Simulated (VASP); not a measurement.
BaS:

```
Ba S
1.0
     0.00000    3.19375    3.19375
     3.19375    0.00000    3.19375
     3.19375    3.19375    0.00000
Ba S
1 1
Direct
  0.00000 0.00000 0.00000
  0.50000 0.50000 0.50000
```

Base run:

```yaml
Program: VASP 6.6.1
Functional: PBEsol
Potentials_or_basis: VASP PAW PBE potentials, release 64 (Ba_sv, S)
Cutoff: 520 eV
k_mesh: 8 × 8 × 8
Occupations: gaussian, width 0.02 eV
Spin: no spin polarisation
```

Its results: band gap on the k mesh 1.98 eV, indirect (least direct gap 2.12 eV).

Problem. The run is repeated on the same cell with these changes: functional from PBEsol to LDA; potentials or basis from VASP PAW PBE potentials, release 64 (Ba_sv, S) to VASP PAW LDA potentials, release 64 (Ba_sv, S). What comes out?

Solution. Band gap on the k mesh 1.90 eV, indirect (least direct gap 2.04 eV).

Caveats: spin-orbit coupling is left out, which moves the levels of the heavy elements.
